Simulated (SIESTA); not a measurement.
Here is a SIESTA 5.4.2 calculation.

Cs2SnI6.fdf

```
SystemName                      Cs2SnI6
SystemLabel                     Cs2SnI6
NumberOfSpecies                 3
NumberOfAtoms                   9
%block ChemicalSpeciesLabel
  1  55 Cs
  2  53 I
  3  50 Sn
%endblock ChemicalSpeciesLabel

LatticeConstant                 1.0 Ang
%block LatticeVectors
     0.0000000000     5.8138000000     5.8138000000
     5.8138000000     0.0000000000     5.8138000000
     5.8138000000     5.8138000000     0.0000000000
%endblock LatticeVectors
AtomicCoordinatesFormat         Fractional
%block AtomicCoordinatesAndAtomicSpecies
     0.7500000000     0.7500000000     0.7500000000  1  Cs
     0.2500000000     0.2500000000     0.2500000000  1  Cs
     0.7546400000     0.7546400000     0.2453600000  2  I
     0.2453600000     0.2453600000     0.7546400000  2  I
     0.7546400000     0.2453600000     0.7546400000  2  I
     0.2453600000     0.7546400000     0.7546400000  2  I
     0.2453600000     0.7546400000     0.2453600000  2  I
     0.7546400000     0.2453600000     0.2453600000  2  I
     0.0000000000     0.0000000000     0.0000000000  3  Sn
%endblock AtomicCoordinatesAndAtomicSpecies

%block kgrid.MonkhorstPack
    4   0   0  0.0
    0   4   0  0.0
    0   0   4  0.0
%endblock kgrid.MonkhorstPack
XC.Functional                   GGA
XC.Authors                      PBE
PAO.BasisSize                   DZP
PAO.EnergyShift                 0.003 Ry
Mesh.Cutoff                     500 Ry
OccupationFunction              FD
ElectronicTemperature           0.05 eV
MaxSCFIterations                120
SCF.MustConverge                false
SCF.Mixer.Method                Pulay
SCF.Mixer.Weight                0.25
SCF.Mixer.History               8
SCF.DM.Tolerance                5.0e-05
SCF.H.Tolerance                 1.0e-03 eV
WriteForces                     true
Charge.Mulliken                 end
Charge.Hirshfeld                end
Charge.Voronoi                  end
SaveRho                         true
SaveElectrostaticPotential      true
%block PAO.Basis
  Cs 5
  n=5 0 2
    4.696 0.000
  n=6 0 2
    9.500 0.000
  n=5 1 2
    5.738 0.000
  n=6 1 1
    9.500
  n=5 2 1
    7.000
  Sn 4
  n=5 0 2
    6.432 0.000
  n=5 1 2
    8.686 0.000
  n=4 2 2
    3.759 0.000
  n=5 2 1
    8.686
%endblock PAO.Basis
```

Potentials or basis: PseudoDojo 0.4 standard (PBE files), DZP (energy shift 0.003 Ry; two zetas on semicore shells; d shell added on Cs).

Command:

```console
$ siesta < Cs2SnI6.fdf > Cs2SnI6.out 2>&1
```

What does it give for the Voronoi charges?

Cs +0.20; I -0.12; Sn +0.30 e.

What does it give for the Hirshfeld charges?

Cs +0.16; I -0.10; Sn +0.26 e.

Forces in eV/Å, atoms in the order of the input:
```
Cs   0.000  0.000  0.000
Cs   0.000  0.000  0.000
I    0.000  0.000 -0.526
I    0.000  0.000  0.526
I    0.000 -0.526  0.000
I   -0.526  0.000  0.000
I    0.000  0.526  0.000
I    0.526  0.000  0.000
Sn   0.000  0.000  0.000
```

Caveat: the basis of atomic orbitals isn't converged, which shifts pressures, moduli and gaps. The run has no spin-orbit coupling, so splittings on Cs, I are missing.

**What was measured.**

“Changes in charge density vs changes in formal oxidation states: The case of Sn halide perovskites and their ordered vacancy analogues”, 2017, arxiv:1705.01565 reports, for a powder of Cs2SnI6: band gap 1.3 eV (optical).

Against the measured gap of Cs2SnI6, 1.3 eV (optical; powder; “Changes in charge density vs changes in formal oxidation states: The case of Sn halide perovskites and their ordered vacancy analogues”, 2017, arxiv:1705.01565), the calculated 0.00 eV is off by -1.30 eV. So large a miss can be the level of theory's own, or it may mean another phase, state or a wrong row. Spin-orbit coupling on Cs, I, Sn is left out. The value is that of PBE in an atomic basis (PseudoDojo 0.4 standard (PBE files), DZP (energy shift 0.003 Ry; two zetas on semicore shells; d shell added on Cs)), whose error adds to the functional's, on a finite k mesh, which can miss the band edges, without temperature or zero-point motion. Semilocal functionals fall short of measured gaps as a rule.
